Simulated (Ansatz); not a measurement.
# CoO (R-3m) in Ansatz: notebook, part 2 of 2

Ansatz 0.2.0. The steps go on from the part before.

**5. Single point, PBE, collinear spin, ferromagnetic start**

Input file input.yaml:

```yaml
crystal:
  lattice:
    - [1.5054695445, 0.8691832468, 2.4399269062]
    - [-1.5054695445, 0.8691832468, 2.4399269062]
    - [0.0, -1.7383664936, 2.4399269062]
  atoms:
    - { symbol: Co, position: [0.0, 0.0, 0.0], spin: 2.0 }
    - { symbol: O, position: [0.5, 0.5, 0.5] }
hamiltonian:
  xc: pbe
  pseudopotentials: { kind: paw }
magnetization:
  spin_polarized: true
kpoints:
  mp_grid: { grid: [11, 11, 11] }
scf:
  occupations: { method: gaussian, width: 0.021 }
output:
  forces: true
  stress: true
  eigenvalues: true
```

Potentials or basis: Ansatz PAW.

Started as:

```console
$ ansatz run input.yaml --threads 2 --pin off --max-ram 5632MiB --backend cpu --events-out ev --progress --plain --runs-dir out
```

Standard output:

```text
Warning: RAYON_NUM_THREADS=2 ignored (pool sized by the plan → 2); use --threads N
Engine: ansatz 0.2.0, x86_64-unknown-linux-gnu
Pseudopotentials: kind: paw
Pseudopotential: Co, paw, valence charge 17, recommended cutoff 420 eV (normal), Co.paw.azcp
Pseudopotential: O, paw, valence charge 6, recommended cutoff 420 eV (normal), O.paw.azcp
Functional definition: PBE
  parameter kappa = 0.804
  parameter beta = 0.06672455060314922
  exchange = pbe_x(kappa = kappa, mu = beta*pi^2/3)
  correlation = pbe_c(beta = beta)
Crystal: 2 atoms, lattice volume = 19.156 Å³
Basis set: ecut = 420 eV, 339 PW (Γ), exchange–correlation on 48×48×48 points (8 copies of the dense FFT grid, shifted against one another)
Bands: 17, of which v1, the nominal top of the filled ones, is band 12 counted from 1 (11 counted from 0)
Symmetry: 12 space group operations
[... 46 lines left out ...]
  E_nonlocal   = 514.238809
  E_hartree    = 1404.718979
  E_xc         = -228.718703
  E_vxc        = -293.946351  (∫ρ·V_xc dr)
  E_paw        = -1676.973436  (= ΣΔE_a)
  E_vpaw       = -528.919272  (= ΣTr[D̂ρ^β])
  E_aug_tail   = 0.002498  (compensation charges beyond the density's cutoff)
  E_ewald      = -2902.684276
  E_smearing   = -0.000920  (= −TS)
  E_closure    = 0.000000  (closes the sum)
  Σ components = -5692.100849   (vs F -5692.100849, Δ=0.00e0)
--- Forces (eV/Å), atoms counted from 1 ---
  atom   1  Co    -0.00000000    -0.00000000     0.00000000
  atom   2  O      0.00000000    -0.00000000     0.00000000
  max |Σ_I F_I| component: 5.26e-30 eV/Å
--- Stress (GPa, compression-positive) ---
        0.316673       0.000000      -0.000000
        0.000000       0.316673      -0.000000
       -0.000000      -0.000000      -0.488784
  P = ⅓ Tr σ = 0.0482 GPa (0.482 kbar)
--- Band table (eV; the first three rows and the last of 292) ---
  k-point 0 ↑: bands = ["-82.8296", "-46.1008", "-46.1008", "-46.0782", "-6.2720", "10.7628", "10.7628", "10.8364", "10.8364", "10.8852", "10.9298", "10.9298", "10.9926", "15.0154", "30.8167", "32.0636", "32.0636"]
  k-point 1 ↑: bands = ["-82.8293", "-46.1036", "-46.1012", "-46.0789", "-6.1851", "9.9623", "9.9633", "9.9992", "10.9733", "11.0110", "11.2804", "11.6829", "11.7087", "15.5960", "29.1757", "31.7656", "31.9393"]
  k-point 2 ↑: bands = ["-82.8286", "-46.1113", "-46.1022", "-46.0806", "-5.9428", "8.6857", "9.2164", "9.2567", "11.1256", "11.1663", "11.4980", "12.5248", "12.5398", "16.7959", "26.9948", "30.6678", "30.7997"]
  k-point 145 ↓: bands = ["-79.7526", "-43.1263", "-43.0982", "-43.0963", "-4.4238", "6.5107", "9.2093", "9.3270", "13.9261", "13.9517", "14.2186", "16.4493", "16.7681", "19.8868", "24.1995", "27.1995", "28.0839"]
```

Run time: 5.3 s. Hardware: 2 threads of Intel Xeon Platinum 8488C (Sapphire Rapids), shared host; peak memory 0.42 GiB.

Results:

```
Free energy            : -5692.1008 eV
Pressure               : 0.0 GPa
Band gap on the k mesh : none (metal or under the smearing width)
Net moment             : 2.94 μB per cell
Absolute moment        : 2.96 μB per cell
Site moments           : Co +2.50; O +0.33 μB
```

Caveat: the pressure holds a Pulay correction of +0.7 GPa for the finite cutoff; a cell with one magnetic atom can't hold antiferromagnetic order, which such compounds often take; semilocal functionals often make such compounds metallic where correlation or magnetic order opens a gap, which also shifts bond lengths. With open d or f shells a metallic result of PBE can be an artefact of self-interaction; +U or a hybrid may open a gap.

**6. Single point, PBE, collinear spin, ferromagnetic start**

Changes to input.yaml since step 5:

```diff
@@ -16,3 +16,3 @@
 scf:
-  occupations: { method: gaussian, width: 0.021 }
+  occupations: { method: gaussian, width: 0.022 }
 output:
```

Potentials or basis: Ansatz PAW.

Started as:

```console
$ ansatz run input.yaml --threads 2 --pin off --max-ram 5632MiB --backend cpu --events-out ev --progress --plain --runs-dir out
```

Standard output:

```text
Warning: RAYON_NUM_THREADS=2 ignored (pool sized by the plan → 2); use --threads N
[... 9 set-up lines as earlier in the session ...]
Crystal: 2 atoms, lattice volume = 19.156 Å³
Basis set: ecut = 420 eV, 339 PW (Γ), exchange–correlation on 48×48×48 points (8 copies of the dense FFT grid, shifted against one another)
Bands: 17, of which v1, the nominal top of the filled ones, is band 12 counted from 1 (11 counted from 0)
[... 2 set-up lines as earlier in the session ...]
Magnetic group: BNS 166.97 (UNI 1327), of the structure as read, at distance tolerance 2.7e-5 Å
k-points: 146 of 1331
[... 6 set-up lines as earlier in the session ...]
Starting moments: Σ|m| = 2 μB on 1 of 2 sites
[... 2 set-up lines as earlier in the session ...]
SCF iter   1: F=—  HF=-5691.121147 eV  |F-HF|=—  |Δ(HF+E_count)|=         —  Δρ=1.16e-1 (↑1.16e-1 ↓9.75e-2)  dr2=5.96e0  dr2_m=1.56e-1  M=2.115 μB ∫|m|=2.115 μB  β_m=0.30  ethr=3.10e-3  ⟨swp⟩=5.0  Hψ=22055  notcnv=0
Mixer restart at iter 1: flushing history
preconditioner: auto → none  [metal: Δε(μ)=0.002 eV  Ē_g=13.194 eV  σ=0.022 eV  W_gap=0.06  n_scr=8 (ndim 8)  ℏωp=32.9 eV  f_vac=0.000  D(μ)=6.87/eV (n_scr^D=168)  sad-step TF]
[... 10 lines left out ...]
SCF iter  11: F=—  HF=-5692.100891 eV  |F-HF|=—  |Δ(HF+E_count)|=   1.97e-5  Δρ=7.68e-5 (↑7.42e-6 ↓7.68e-5)  dr2=2.04e-7  dr2_m=2.83e-7  M=2.939 μB ∫|m|=2.955 μB  β_m=0.96  ethr=1.60e-8  ⟨swp⟩=2.5  Hψ=8338  notcnv=0  defer=203
SCF iter  12: F=—  HF=-5692.100893 eV  |F-HF|=—  |Δ(HF+E_count)|=   1.26e-6  Δρ=5.67e-5 (↑1.38e-5 ↓5.67e-5)  dr2=9.90e-8  dr2_m=1.78e-7  M=2.939 μB ∫|m|=2.956 μB  β_m=0.98  ethr=8.88e-10  ⟨swp⟩=2.0  Hψ=8343  notcnv=0  defer=203
SCF iter  13: F=—  HF=-5692.100893 eV  |F-HF|=—  |Δ(HF+E_count)|=   8.35e-7  Δρ=1.77e-5 (↑1.77e-5 ↓1.55e-5)  dr2=7.06e-8  dr2_m=1.96e-8  M=2.939 μB ∫|m|=2.955 μB  β_m=0.99  ethr=4.31e-10  ⟨swp⟩=2.2  Hψ=8436  notcnv=0  defer=203
SCF iter  14: F=-5692.100893 eV  HF=-5692.100893 eV  |F-HF|=5.38e-9  |Δ(HF+E_count)|=   1.09e-8  Δρ=1.18e-5 (↑7.95e-6 ↓1.18e-5)  dr2=8.73e-9  dr2_m=1.35e-8  M=2.939 μB ∫|m|=2.955 μB  ethr=3.07e-10  ⟨swp⟩=4.2  Hψ=18617  notcnv=0
SCF 1 converged in 14 iterations: F = -5692.100893 eV  dr2 = 8.73e-9
SCF converged after 14 iterations
Magnetization: 2.9392 μB (12.9696 up, 10.0304 down)
Absolute magnetization: 2.9553 μB (∫|ρ↑−ρ↓|, with the PAW one-centre terms)
Spin contamination: 0.0077 ħ² per cell (⟨S²⟩ above its minimum at these occupations)
Per-site moments (μB) at R_I (Å): [(2.496281936104945, 0.876038603632342), (0.3261423270481407, 0.876038603632342)]
Free energy (F): -5692.100893 eV
Harris-Foulkes:  -5692.100893 eV  (|F-HF|=5.38e-9)
Internal energy: -5692.099887 eV  (E = F + TS)
E sigma→0 (E₀):  -5692.100390 eV
Entropy (-TS):   -0.001006 eV (-0.503 meV/atom)
Fermi energy:    14.084289 eV
--- Per-component energies (eV) ---
  E_band       = -301.867149
  E_kinetic    = 617.784830
  E_local      = -3420.475277  (includes V_loc(G=0)·N_el)
  E_nonlocal   = 514.239983
  E_hartree    = 1404.725038
  E_xc         = -228.718504
  E_vxc        = -293.946097  (∫ρ·V_xc dr)
  E_paw        = -1676.974180  (= ΣΔE_a)
  E_vpaw       = -528.921151  (= ΣTr[D̂ρ^β])
  E_aug_tail   = 0.002498  (compensation charges beyond the density's cutoff)
  E_ewald      = -2902.684276
  E_smearing   = -0.001006  (= −TS)
  E_closure    = 0.000000  (closes the sum)
  Σ components = -5692.100893   (vs F -5692.100893, Δ=0.00e0)
--- Forces (eV/Å), atoms counted from 1 ---
  atom   1  Co    -0.00000000     0.00000000     0.00000000
  atom   2  O      0.00000000     0.00000000    -0.00000000
  max |Σ_I F_I| component: 3.16e-30 eV/Å
--- Stress (GPa, compression-positive) ---
        0.310339       0.000000      -0.000000
        0.000000       0.310339      -0.000000
       -0.000000      -0.000000      -0.491735
  P = ⅓ Tr σ = 0.0430 GPa (0.430 kbar)
--- Band table (eV; the first three rows and the last of 292) ---
  k-point 0 ↑: bands = ["-82.8291", "-46.1003", "-46.1003", "-46.0779", "-6.2720", "10.7632", "10.7632", "10.8364", "10.8364", "10.8852", "10.9303", "10.9303", "10.9929", "15.0154", "30.8167", "32.0637", "32.0637"]
  k-point 1 ↑: bands = ["-82.8289", "-46.1031", "-46.1007", "-46.0786", "-6.1851", "9.9625", "9.9634", "9.9993", "10.9738", "11.0113", "11.2807", "11.6831", "11.7089", "15.5961", "29.1757", "31.7658", "31.9393"]
  k-point 2 ↑: bands = ["-82.8281", "-46.1107", "-46.1017", "-46.0803", "-5.9428", "8.6858", "9.2166", "9.2569", "11.1261", "11.1666", "11.4984", "12.5250", "12.5400", "16.7959", "26.9949", "30.6679", "30.7997"]
  k-point 145 ↓: bands = ["-79.7526", "-43.1264", "-43.0982", "-43.0963", "-4.4241", "6.5105", "9.2091", "9.3268", "13.9260", "13.9516", "14.2185", "16.4492", "16.7680", "19.8868", "24.1993", "27.1995", "28.0838"]
```

Wall time 5.7 s (2 threads of Intel Xeon Platinum 8488C (Sapphire Rapids), shared host); peak memory 0.42 GiB.

What came out:

```yaml
Free_energy: -5692.1009 eV
Pressure: 0.0 GPa
Band_gap_on_the_k_mesh: none (metal or under the smearing width)
Net_moment: 2.94 μB per cell
Absolute_moment: 2.96 μB per cell
Site_moments: Co +2.50; O +0.33 μB
```

Caveat: the pressure holds a Pulay correction of +0.7 GPa for the finite cutoff; a cell with one magnetic atom can't hold antiferromagnetic order, which such compounds often take; semilocal functionals often make such compounds metallic where correlation or magnetic order opens a gap, which also shifts bond lengths. With open d or f shells a metallic result of PBE can be an artefact of self-interaction; +U or a hybrid may open a gap.

**7. Summary**

```tsv
smearing	gap on the mesh (eV)	pressure (GPa)	moment (μB)
gaussian 0.018 eV	none	0.1	2.94
gaussian 0.019 eV	none	0.1	2.94
gaussian 0.02 eV	none	0.1	2.94
gaussian 0.021 eV	none	0.0	2.94
gaussian 0.022 eV	none	0.0	2.94
```

Alike in all rows: task single point; level PBE; potentials or basis Ansatz PAW; spin collinear, ferromagnetic start; cell as given; k mesh 11 × 11 × 11; cutoff (eV) 420.

Every run on the cell as given and a fine mesh finds a metal.

Caveats: a cell with one magnetic atom can't hold antiferromagnetic order, which such compounds often take; semilocal functionals often make such compounds metallic where correlation or magnetic order opens a gap, which also shifts bond lengths.

Total energies depend on the potentials used, so only differences within one code and one set of settings carry meaning.
